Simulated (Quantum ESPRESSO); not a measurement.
# Au (Fm-3m) in Quantum ESPRESSO: a series of runs, part 4 of 4

Quantum ESPRESSO 7.5. The steps go on from the part before.

### Step 6. Phonons, PBE

File pw.in:

```
&CONTROL
  calculation = 'scf'
  prefix = 'pwscf'
  outdir = './tmp'
  pseudo_dir = './pseudo'
  tprnfor = .true.
  tstress = .true.
  disk_io = 'low'
/
&SYSTEM
  ibrav = 0
  nat = 1
  ntyp = 1
  ecutwfc = 36
  ecutrho = 216
  nbnd = 11
  occupations = 'smearing'
  smearing = 'mp'
  degauss = 0.01999163
/
&ELECTRONS
  conv_thr = 2d-10
  electron_maxstep = 120
  mixing_beta = 0.5
/
ATOMIC_SPECIES
Au   196.9666 Au.GGA_PBE-JTH.UPF
CELL_PARAMETERS angstrom
   0.0000000000    2.0350000000    2.0350000000
   2.0350000000    0.0000000000    2.0350000000
   2.0350000000    2.0350000000    0.0000000000
ATOMIC_POSITIONS crystal
Au     0.0000000000    0.0000000000    0.0000000000
K_POINTS automatic
11 11 11 0 0 0
```

File relax.in:

```
&CONTROL
  calculation = 'vc-relax'
  prefix = 'pwscf'
  outdir = './tmp'
  pseudo_dir = './pseudo'
  tprnfor = .true.
  tstress = .true.
  disk_io = 'low'
  nstep = 40
  forc_conv_thr = 0.0001
  etot_conv_thr = 1d-06
/
&SYSTEM
  ibrav = 0
  nat = 1
  ntyp = 1
  ecutwfc = 36
  ecutrho = 216
  nbnd = 11
  occupations = 'smearing'
  smearing = 'mp'
  degauss = 0.01999163
/
&ELECTRONS
  conv_thr = 2d-10
  electron_maxstep = 120
  mixing_beta = 0.5
/
&IONS
  ion_dynamics = 'bfgs'
/
&CELL
  cell_dynamics = 'bfgs'
  press = 0
  press_conv_thr = 0.2
/
ATOMIC_SPECIES
Au   196.9666 Au.GGA_PBE-JTH.UPF
CELL_PARAMETERS angstrom
   0.0000000000    2.0350000000    2.0350000000
   2.0350000000    0.0000000000    2.0350000000
   2.0350000000    2.0350000000    0.0000000000
ATOMIC_POSITIONS crystal
Au     0.0000000000    0.0000000000    0.0000000000
K_POINTS automatic
11 11 11 0 0 0
```

File scf2.in:

```
&CONTROL
  calculation = 'scf'
  prefix = 'pwscf'
  outdir = './tmp'
  pseudo_dir = './pseudo'
  tprnfor = .true.
  tstress = .true.
  disk_io = 'low'
/
&SYSTEM
  ibrav = 0
  nat = 1
  ntyp = 1
  ecutwfc = 36
  ecutrho = 216
  nbnd = 11
  occupations = 'smearing'
  smearing = 'mp'
  degauss = 0.01999163
/
&ELECTRONS
  conv_thr = 1d-13
  electron_maxstep = 120
  mixing_beta = 0.5
  startingpot = 'file'
  startingwfc = 'file'
/
ATOMIC_SPECIES
Au   196.9666 Au.GGA_PBE-JTH.UPF
CELL_PARAMETERS angstrom
   0.0000000000    2.0786863016    2.0786863016
   2.0786863016    0.0000000000    2.0786863016
   2.0786863016    2.0786863016    0.0000000000
ATOMIC_POSITIONS crystal
Au     0.0000000000    0.0000000000    0.0000000000
K_POINTS automatic
11 11 11 0 0 0
```

File ph.in:

```
phonons of Au
&INPUTPH
  prefix = 'pwscf'
  outdir = './tmp'
  tr2_ph = 1d-16
  fildyn = 'dyn'
  niter_ph = 60
  alpha_mix(1) = 0.4
/
0.3535533906 0.3535533906 0.3535533906
```

Potentials or basis: JTH 2.0 PBE.

The run is started by

```bash
$ OMP_NUM_THREADS=1 pw.x -in pw.in > pw.out
$ OMP_NUM_THREADS=1 pw.x -in relax.in > relax.out
$ OMP_NUM_THREADS=1 pw.x -in scf2.in > scf2.out
$ OMP_NUM_THREADS=1 ph.x -in ph.in > ph.out
```

pw.out:

```text
This program is part of the open-source Quantum ESPRESSO suite
     for quantum simulation of materials; please cite
         "P. Giannozzi et al., J. Phys.:Condens. Matter 21 395502 (2009);
         "P. Giannozzi et al., J. Phys.:Condens. Matter 29 465901 (2017);
         "P. Giannozzi et al., J. Chem. Phys. 152 154105 (2020);
     in publications or presentations arising from this work. More details at

     file Au.GGA_PBE-JTH.UPF: wavefunction(s)  6S 0S 6P 0P 5D 0D renormalized
     Message from routine setup:
     using ibrav=0 with symmetry is DISCOURAGED, use correct ibrav instead

     G-vector sticks info
     --------------------
     sticks:   dense  smooth     PW     G-vecs:    dense   smooth      PW
     Sum         439     295     97                 6081     3287     645

     Using Slab Decomposition

     bravais-lattice index     =            0
     lattice parameter (alat)  =       5.4385  a.u.
     unit-cell volume          =     113.7417 (a.u.)^3
     number of atoms/cell      =            1
     number of atomic types    =            1
     number of electrons       =        11.00
     number of Kohn-Sham states=           11
     kinetic-energy cutoff     =      36.0000  Ry
     charge density cutoff     =     216.0000  Ry
     scf convergence threshold =      2.0E-10
     mixing beta               =       0.5000
     number of iterations used =            8  plain     mixing
     Exchange-correlation= SLA PW PBX PBC
                           (   1   4   3   4   0   0   0)

     celldm(1)=   5.438489  celldm(2)=   0.000000  celldm(3)=   0.000000
     celldm(4)=   0.000000  celldm(5)=   0.000000  celldm(6)=   0.000000

     crystal axes: (cart. coord. in units of alat)
               a(1) = (   0.000000   0.707107   0.707107 )
               a(2) = (   0.707107   0.000000   0.707107 )
               a(3) = (   0.707107   0.707107   0.000000 )

     reciprocal axes: (cart. coord. in units 2 pi/alat)
               b(1) = ( -0.707107  0.707107  0.707107 )
               b(2) = (  0.707107 -0.707107  0.707107 )
               b(3) = (  0.707107  0.707107 -0.707107 )

     PseudoPot. # 1 for Au read from file:
     Au.GGA_PBE-JTH.UPF
     Pseudo is Projector augmented-wave + core cor, Zval = 11.0
     Generated using ATOMPAW code
     Shape of augmentation charge: SINC**2
     Using radial grid of 1127 points,  6 beta functions with:
                l(1) =   0
                l(2) =   0
                l(3) =   1
                l(4) =   1
                l(5) =   2
                l(6) =   2
     Q(r) pseudized with 0 coefficients

     atomic species   valence    mass     pseudopotential
     Au               11.00   196.96660     Au( 1.00)

     48 Sym. Ops., with inversion, found

   Cartesian axes

     site n.     atom                  positions (alat units)
         1        Au     tau(   1) = (   0.0000000   0.0000000   0.0000000  )

     number of k points=    56  Methfessel-Paxton smearing, width (Ry)=  0.0200
                       cart. coord. in units 2pi/alat
        k(    1) = (   0.0000000   0.0000000   0.0000000), wk =   0.0015026
        k(    2) = (   0.0642824   0.0642824  -0.0642824), wk =   0.0120210
        k(    3) = (   0.1285649   0.1285649  -0.1285649), wk =   0.0120210
        k(    4) = (   0.1928473   0.1928473  -0.1928473), wk =   0.0120210
        k(    5) = (   0.2571297   0.2571297  -0.2571297), wk =   0.0120210
        k(    6) = (   0.3214122   0.3214122  -0.3214122), wk =   0.0120210
[... 48 lines left out ...]
        k(   55) = (  -0.0642824  -0.4499770   0.7071068), wk =   0.0360631
        k(   56) = (   0.0000000  -0.3856946   0.6428243), wk =   0.0360631

     Dense  grid:     6081 G-vectors     FFT dimensions: (  25,  25,  25)

     Smooth grid:     3287 G-vectors     FFT dimensions: (  24,  24,  24)

     Initial potential from superposition of free atoms

     starting charge      10.9999, renormalised to      11.0000
     Starting wfcs are   18 randomized atomic wfcs

     Self-consistent Calculation

     iteration #  1     ecut=    36.00 Ry     beta= 0.50
     Davidson diagonalization with overlap
     ethr =  1.00E-02,  avg # of iterations =  6.5

     Threshold (ethr) on eigenvalues was too large:
     Diagonalizing with lowered threshold

     Davidson diagonalization with overlap
     ethr =  5.63E-04,  avg # of iterations =  3.4

     total energy              =    -775.12218439 Ry
     estimated scf accuracy    <       0.05920632 Ry

     iteration #  2     ecut=    36.00 Ry     beta= 0.50
     Davidson diagonalization with overlap
     ethr =  5.38E-04,  avg # of iterations =  2.2

     total energy              =    -775.13652532 Ry
     estimated scf accuracy    <       0.00033969 Ry

     iteration #  3     ecut=    36.00 Ry     beta= 0.50
     Davidson diagonalization with overlap
     c_bands:  1 eigenvalues not converged
     c_bands:  1 eigenvalues not converged
     ethr =  3.09E-06,  avg # of iterations = 11.1

     total energy              =    -775.14015940 Ry
     estimated scf accuracy    <       0.00047565 Ry

     iteration #  4     ecut=    36.00 Ry     beta= 0.50
     Davidson diagonalization with overlap
     c_bands:  1 eigenvalues not converged
     ethr =  3.09E-06,  avg # of iterations =  4.7

     total energy              =    -775.13748762 Ry
     estimated scf accuracy    <       0.00296180 Ry

     iteration #  5     ecut=    36.00 Ry     beta= 0.50
     Davidson diagonalization with overlap
     ethr =  3.09E-06,  avg # of iterations =  5.1

     total energy              =    -775.13862218 Ry
     estimated scf accuracy    <       0.00000041 Ry
[... 26 lines left out ...]
     total energy              =    -775.13862878 Ry
     estimated scf accuracy    <          3.9E-10 Ry

     iteration # 10     ecut=    36.00 Ry     beta= 0.50
     Davidson diagonalization with overlap
     ethr =  3.54E-12,  avg # of iterations =  4.6

     End of self-consistent calculation

          k = 0.0000 0.0000 0.0000 (   411 PWs)   bands (ev):

     6.3615  11.5929  11.5929  11.5929  13.1361  13.1361  31.5396  35.4975
    35.4975  35.4975  39.9263

          k = 0.0643 0.0643-0.0643 (   417 PWs)   bands (ev):

     6.6499  11.5022  11.6900  11.6900  13.0958  13.0958  31.8280  33.7098
    35.7977  35.7977  40.6973

          k = 0.1286 0.1286-0.1286 (   408 PWs)   bands (ev):
[... 96 lines left out ...]
     9.7343  11.1963  12.1708  12.1787  13.8178  16.8198  21.5811  28.6513
    32.6394  33.6386  40.4884

          k =-0.0643-0.3214 0.3214 (   412 PWs)   bands (ev):

     9.6825  11.2115  11.5851  12.2839  13.1378  15.4035  24.8944  28.7483
    33.2883  35.9494  38.2148

          k = 0.0000-0.2571 0.2571 (   411 PWs)   bands (ev):

     8.9546  10.9755  11.7950  12.4840  12.5221  14.3610  27.8937  29.8348
    34.5507  36.2242  38.4685

          k = 0.3857 0.0000-0.0000 (   423 PWs)   bands (ev):

     9.0714  10.3050  12.3973  13.0614  13.0614  13.7834  30.6778  30.6778
    31.8997  33.0464  34.4668

          k = 0.4500 0.0643-0.0643 (   420 PWs)   bands (ev):
[... 36 lines left out ...]
     9.5877  10.0363  12.9979  13.6659  14.4731  18.8298  21.9134  25.0371
    28.1555  34.3997  38.5208

          k =-0.0000-0.5143 0.5143 (   409 PWs)   bands (ev):

     9.8765  10.5694  12.2581  13.3117  14.1525  19.8973  21.5285  23.7151
    29.5919  34.0326  41.5034

          k = 0.6428-0.0000 0.0000 (   424 PWs)   bands (ev):

     9.2066   9.5310  14.2875  14.5927  14.5927  16.6774  23.0346  26.7516
    26.7516  33.5949  36.1537

          k =-0.0000-0.6428 0.6428 (   420 PWs)   bands (ev):

     9.2944   9.6109  14.1018  14.1618  14.6260  18.1294  21.9870  25.7926
    26.9308  34.2755  36.6020

          k = 0.2571 0.1286 0.0000 (   412 PWs)   bands (ev):

     8.1267  10.9546  11.9734  12.2862  12.7021  13.6207  30.3257  31.6558
    34.7221  35.2625  38.4805

          k = 0.3214 0.1928-0.0643 (   410 PWs)   bands (ev):

     9.0654  10.9310  11.6883  12.3734  13.1154  14.3047  27.1238  30.7297
    33.4554  35.8183  38.6214

          k = 0.3857 0.2571-0.1286 (   416 PWs)   bands (ev):
[... 26 lines left out ...]
    10.0990  10.8577  11.8626  12.5937  14.1629  18.9419  20.1204  27.4153
    29.9498  34.6179  40.8207

          k =-0.0643-0.3214 0.4500 (   415 PWs)   bands (ev):

    10.2361  10.9949  11.3510  12.6903  13.7154  16.8998  23.1410  26.9341
    31.1294  35.3542  39.3984

          k = 0.0000-0.2571 0.3857 (   414 PWs)   bands (ev):

     9.9759  10.7903  11.3324  12.8184  13.0920  15.4499  25.8958  27.7603
    32.3544  36.8648  37.4061

          k = 0.5143 0.1286 0.0000 (   418 PWs)   bands (ev):

     9.6651   9.9959  12.4978  13.8775  13.9395  15.6208  25.7759  27.5227
    28.4711  35.0829  36.2142

          k =-0.1286-0.5143 0.6428 (   417 PWs)   bands (ev):

     9.8266  10.2086  12.2624  13.5452  14.3850  17.7397  23.0804  26.2222
    27.7398  35.5030  38.4134

          k =-0.0643-0.4500 0.5785 (   416 PWs)   bands (ev):

    10.0464  10.6193  11.9143  13.1641  14.3243  19.9919  20.9975  24.7803
    28.4298  35.3648  41.2808

          k = 0.0000-0.3857 0.5143 (   413 PWs)   bands (ev):

    10.3876  10.9276  11.3694  12.9492  13.9620  18.4832  23.5834  23.6352
    29.7892  35.3528  40.4910

          k =-0.0643-0.5785 0.7071 (   413 PWs)   bands (ev):

     9.4645   9.7456  13.4213  14.0456  14.5921  17.9661  22.6937  26.1328
    26.4968  35.2125  36.6442

          k =-0.0000-0.5143 0.6428 (   418 PWs)   bands (ev):
[... 11 lines left out ...]
    10.4736  10.7083  11.3169  13.0330  14.2973  19.1438  21.9291  25.3493
    27.8021  36.9202  39.7341

          k =-0.0643-0.4500 0.7071 (   415 PWs)   bands (ev):

    10.0756  10.3809  11.9462  13.3402  14.5898  19.7089  22.4308  24.5022
    26.3035  38.0656  38.5190

          k = 0.0000-0.3857 0.6428 (   411 PWs)   bands (ev):

    10.2902  10.8258  11.4129  13.0316  14.5863  20.6475  22.3228  23.3168
    26.5141  38.0559  40.3761

     the Fermi energy is    16.3805 ev

!    total energy              =    -775.13862878 Ry
     total all-electron energy =      -775.138629 Ry
     estimated scf accuracy    <          1.8E-12 Ry
     smearing contrib. (-TS)   =       0.00002943 Ry
     internal energy E=F+TS    =    -775.13865821 Ry

     The total energy is F=E-TS. E is the sum of the following terms:
     one-electron contribution =      13.91488118 Ry
     hartree contribution      =       7.18751401 Ry
     xc contribution           =     -11.19419743 Ry
     ewald contribution        =     -72.13040485 Ry
     one-center paw contrib.   =    -712.91645113 Ry

     convergence has been achieved in  10 iterations

     Forces acting on atoms (cartesian axes, Ry/au):

     atom    1 type  1   force =     0.00000000    0.00000000    0.00000000

     Total force =     0.000000     Total SCF correction =     0.000000

     Computing stress (Cartesian axis) and pressure

          total   stress  (Ry/bohr**3)                   (kbar)     P=      108.10
   0.00073483   0.00000000  -0.00000000          108.10        0.00       -0.00
   0.00000000   0.00073483  -0.00000000            0.00      108.10       -0.00
  -0.00000000  -0.00000000   0.00073483           -0.00       -0.00      108.10

=------------------------------------------------------------------------------=
   JOB DONE.
=------------------------------------------------------------------------------=
```

It took 2.3 min on 1 thread of Intel Xeon Platinum 8488C (Sapphire Rapids), shared host; peak memory 0.11 GiB.

Results:

```
Free energy                                 : -10546.3347 eV
Relaxed volume                              : 17.96 Å³/atom
Relaxed cell                                : a = 2.940 Å, b = 2.940 Å, c = 2.940 Å, α = 60.00°, β = 60.00°, γ = 60.00°
Space group after relaxing (to 0.05 Å)      : Fm-3m (No. 225)
Pressure after relaxing                     : -0.1 GPa
Band gap on the k mesh                      : none (metal or under the smearing width)
Highest phonon frequency at the q point run : 138 cm⁻¹
```

The path:
| step | energy change (eV) | largest force (eV/Å) | pressure (GPa) | volume (Å³) |
| --- | --- | --- | --- | --- |
| 1 | 0.0000 | 0.0000 | 10.81 | 16.85 |
| 2 | -0.0341 | 0.0000 | 1.31 | 17.80 |
| 3 | -0.0347 | 0.0000 | 0.19 | 17.94 |
| 4 | -0.0347 | 0.0000 | 0.00 | 17.96 |
| 5 | -0.0347 | 0.0000 | 0.00 | 17.96 |

Final structure:
```xyz
1
Lattice="0.0000 2.0787 2.0787 2.0787 0.0000 2.0787 2.0787 2.0787 0.0000" Properties=species:S:1:pos:R:3 pbc="T T T"
Au    0.0000    0.0000    0.0000
```

Levels at points of the mesh, in eV from the Fermi level:
```tsv
k point	band 2	band 3	band 4	band 5	band 6	band 7	band 8	band 9	band 10	band 11
(0.00, 0.00, 0.00)	-4.53	-4.53	-4.53	-3.15	-3.15	15.08	18.66	18.66	18.66	22.97
```

Phonon frequencies in cm⁻¹ (negative: imaginary):
```tsv
q point	frequencies
(0.500, 0.500, 0.500)	53 53 138
```

Phonon modes at q = (0.500, 0.500, 0.500) in reciprocal lattice units:
| mode | symmetry | cm⁻¹ |
| --- | --- | --- |
| 1 | E_u | 53 |
| 2 | E_u | 53 |
| 3 | A_2u | 138 |

Caveat: the cutoff is low for these files, which shifts pressure and relaxed volume; the q point doesn't lie on the k mesh, which can shift a metal's frequencies strongly unless the mesh is converged.

### Step 7. Overview

| level | potentials or basis | cutoff (eV) | smearing | form of the LDA correlation | gap on the mesh (eV) | pressure (GPa) |
| --- | --- | --- | --- | --- | --- | --- |
| PBE | SSSP 1.3 efficiency PBE | 816 | cold 0.2 eV | - | none | 0.0 |
| PBE | SG15 PBE 1.2 | 952 | gaussian 0.136 eV | - | none | 0.0 |
| LDA | GBRV 1.5 LDA | 612 | methfessel-paxton 0.136 eV | PZ81 | none | 0.0 |
| PBEsol | GBRV 1.5 PBEsol | 612 | cold 0.136 eV | - | none | 0.0 |
| PBE | JTH 2.0 PBE | 490 | methfessel-paxton 0.272 eV | - | none | -0.1 |

Alike in all rows: task phonons; no spin polarisation; cell relaxed; k mesh 11 × 11 × 11.

Caveats: the q point doesn't lie on the k mesh, which can shift a metal's frequencies strongly unless the mesh is converged; the cutoff is low for these files, which shifts pressure and relaxed volume (some runs).

Total energies depend on the potentials used, so only differences within one code and one set of settings carry meaning.
